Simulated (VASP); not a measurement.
Write the native input for VASP 6.6.1 that does the following.

```
Task                   : relaxation of cell and atoms
Functional             : PBEsol
Potentials or basis    : VASP PAW PBE potentials, release 64 (In_d, Sb)
Cutoff                 : 600 eV
k mesh                 : 10 × 10 × 10
Occupations            : gaussian, width 0.03 eV
Spin                   : no spin polarisation
Further INCAR settings : ALGO = Normal; EDIFF = 1e-07; IBRION = 2; EDIFFG = -0.005; NSW = 90; ISIF = 3
```

The structure of InSb lies in POSCAR:

```
InSb                                    
1.0
   -0.0000000000      3.2603245817      3.2603245817
    3.2603245817      0.0000000000      3.2603245817
    3.2603245817      3.2603245817      0.0000000000
  In              Sb            
     1     1
Direct
     0.0000000000000000    0.0000000000000000    0.0000000000000000
     0.2500000000000000    0.2500000000000000    0.2500000000000000
```

The cell was built by a generator and needn't be a form met in nature.

These files were run (other wordings do the same):

INCAR

```
  PREC = Accurate
  ENCUT = 600
  EDIFF = 1E-7
  ISMEAR = 0
  SIGMA = 0.03
  LREAL = F
  LASPH = T
  NELM = 80
  ALGO = Normal
  ISIF = 3
  LWAVE = F
  LCHARG = F
  GGA = PS
  IBRION = 2
  NSW = 90
  EDIFFG = -0.005
```

KPOINTS

```
regular mesh
0
Gamma
  10 10 10
```

Potentials or basis: VASP PAW PBE potentials, release 64 (In_d, Sb).

Launch:

```console
$ cat potpaw_PBE.64/In_d/POTCAR potpaw_PBE.64/Sb/POTCAR > POTCAR
$ mpirun -np 1 vasp_std > vasp.out
```

It gave:

- Pressure after relaxing: 0.0 GPa
- Band gap on the k mesh: none (metal or under the smearing width)

Caveat: the relaxation stopped at its first step, so nothing moved; the PAW data sets were made with another functional, which shifts forces and pressure a little; this crystal is a semiconductor, whose small gap the functional closes, so the metal is an error of the method.

Run time: 36 s on 1 thread of Intel(R) Xeon(R) Platinum 8488C (Sapphire Rapids), with other jobs on the host, peak memory 0.26 GiB.
